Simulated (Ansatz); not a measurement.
**Ionic part of the dielectric constant of BaF2, mode by mode**

The calculation used DFT r2SCAN, scalar-relativistic, plane waves, PAW (Ansatz). Plane waves to 500 eV; Γ-centred k mesh 6×6×6; fixed occupations. No spin polarisation. Phonons by linear response, acoustic sum rule imposed.

The structure is cubic, space group Fm-3m (No. 225). Conventional cell: a = 6.193 Å, b = 6.193 Å, c = 6.193 Å, α = 90.00°, β = 90.00°, γ = 90.00°. Around Ba (site symmetry m-3m) lie 8 F at 2.68 Å. Around F (site symmetry -43m) lie 4 Ba at 2.68 Å.

The cell is the ideal cubic fluorite prototype. Spin–orbit coupling is left out, which matters for heavy elements.

The primitive cell has V = 59.37 Å³ and ε∞,zz = 2.271. Each polar mode adds Δε = (4.92064×10⁷/V)·S/ν² along z, with S its oscillator strength in e²/amu, ν in cm⁻¹ and V in Å³.

Question: From these modes, find each Δε and ε0,zz.
| ν (cm⁻¹) | S_zz (e²/amu) |
| --- | --- |
| 185.5 | 0.224 |

Answer:
```json
{"ν (cm⁻¹)": "185.5", "Δε": "5.40"}
```

The sum is 5.398, so ε0,zz = 7.67; the run's tensor has 7.67.

Question: Where do the longitudinal modes lie for a wave vector along z?

Answer: At 341 cm⁻¹. The Lyddane–Sachs–Teller product Π(ν_LO/ν_TO)² = 3.38 matches ε0/ε∞ = 3.38.

Cost: 1 run of about 5.1 core-minutes, on Arm Neoverse N1 (shared hosts).